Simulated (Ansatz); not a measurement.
**Calculated ¹⁷O NMR of the central transition for SiO2**

Cell: a Materials Project structure (computed, not necessarily an observed phase).

Space group Pccn (No. 56); a = 4.7116, b = 8.0926, c = 8.5306 Å.

```
site  Wyckoff  site symmetry       x       y       z
  Si       8e              1  0.1440  0.0630  0.1591
  O9       8e              1  0.5883  0.0542  0.7990
 O12       4c            ..2  0.2500  0.2500  0.6393
 O16       4a             -1  0.0000  0.5000  0.5000
```

One atom of each set is listed.

Level of theory: DFT, PBE, plane waves and PAW (field gradients read without the response of the frozen cores, which leaves them typically 4 to 6 % off), scalar-relativistic, 420 eV cutoff, Γ-centred 5×3×3 k-points, Fermi–Dirac smearing 0.02 eV (Ansatz 0.2.0).

¹⁷O has I = 5/2 and Q = -25.58 mb (Pyykkö 2018); at 11.7 T its Larmor frequency is ν₀ = 67.6 MHz. Only the quadrupole interaction is simulated: positions count from each site's isotropic chemical shift, and shift anisotropy, dipolar and J coupling are left out.

(1) Give C_Q, η, the quadrupolar product P_Q = |C_Q|(1 + η²/3)^½, the second-order isotropic shift and the breadth of the pattern (static powder) for each O site.

Answers

(1) 

| site | first shell | C_Q (MHz) | η | P_Q (MHz) | δ_QIS (ppm) | breadth (kHz) |
| --- | --- | --- | --- | --- | --- | --- |
| O9 | 2 Si at 1.62 Å, angle 136° | -5.63 | 0.32 | 5.73 | -43.2 | 18.9 |
| O12 | 2 Si at 1.60 Å, angle 168° | -6.48 | 0.07 | 6.48 | -55.2 | 20.5 |
| O16 | 2 Si at 1.60 Å, angle 180° | -6.57 | 0.04 | 6.57 | -56.7 | 20.6 |

δ_QIS = −(ν_Q²/30ν₀²)[I(I+1) − 3/4](1 + η²/3) × 10⁶ ppm with ν_Q = 3|C_Q|/[2I(2I−1)]; it falls as 1/B₀² in ppm, and the breadth as 1/B₀ in kHz.

At O12 and O16 V_zz points along the line of its two bonds (within 2°) in each case. At O9 V_zz runs parallel to the line that joins its two neighbours (within 1°).

At this cell the PBE pressure is 5 GPa, so with PBE the cell would grow if it were relaxed. The entry's cell may itself be off. The largest force is 0.4 eV/Å, so the atoms aren't at the calculated equilibrium and relaxing them would move these values.
